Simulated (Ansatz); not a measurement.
Runs of Ansatz 0.2.0 on RbBr. It takes space group Pm-3m (No. 221, cubic). Conventional cell: a = 4.126 Å, b = 4.126 Å, c = 4.126 Å, α = 90.00°, β = 90.00°, γ = 90.00°. Around Rb (site symmetry m-3m) lie 8 Br at 3.57 Å. Around Br (site symmetry m-3m) lie 8 Rb at 3.57 Å. The cell comes from a database or a generator and needn't be the stable form of this composition.

```tsv
task	level	potentials or basis	cell	k mesh	cutoff (eV)	share of exact exchange	screening of exact exchange	basis error allowed	gap on the mesh (eV)	pressure (GPa)
single point	HSE(alpha, omega)	all-electron PAW datasets made for the crystal	as given	4 × 4 × 4	250	0.1	0.2 1/A	-	4.56	0.7
single point	HSE(alpha, omega)	all-electron PAW datasets made for the crystal	as given	4 × 4 × 4	250	0.3	0.2 1/A	-	5.53	0.4
single point	HSE(alpha, omega)	all-electron PAW datasets made for the crystal	as given	4 × 4 × 4	250	0.15	0.2 1/A	-	(b)	0.6
relaxation of cell and atoms	BLYP	all-electron LAPW, scalar-relativistic	relaxed	7 × 7 × 7	-	-	-	0.001 eV/atom	3.75	0.0
single point	HSE(alpha, omega)	all-electron PAW datasets made for the crystal	as given	4 × 4 × 4	250	0.05	0.2 1/A	-	(a)	0.7
```

Alike in all rows: no spin polarisation; smearing fermi-dirac 0.05 eV.

Estimate the missing entries.

(a) 4.32; (b) 4.80.

Caveats: an odd mesh through Γ misses points on the zone boundary, where band edges often lie (some runs).

A k mesh can miss the band edges, and the runs leave out spin-orbit coupling on Br, Rb.

The runs don't all hold the same shells in valence.
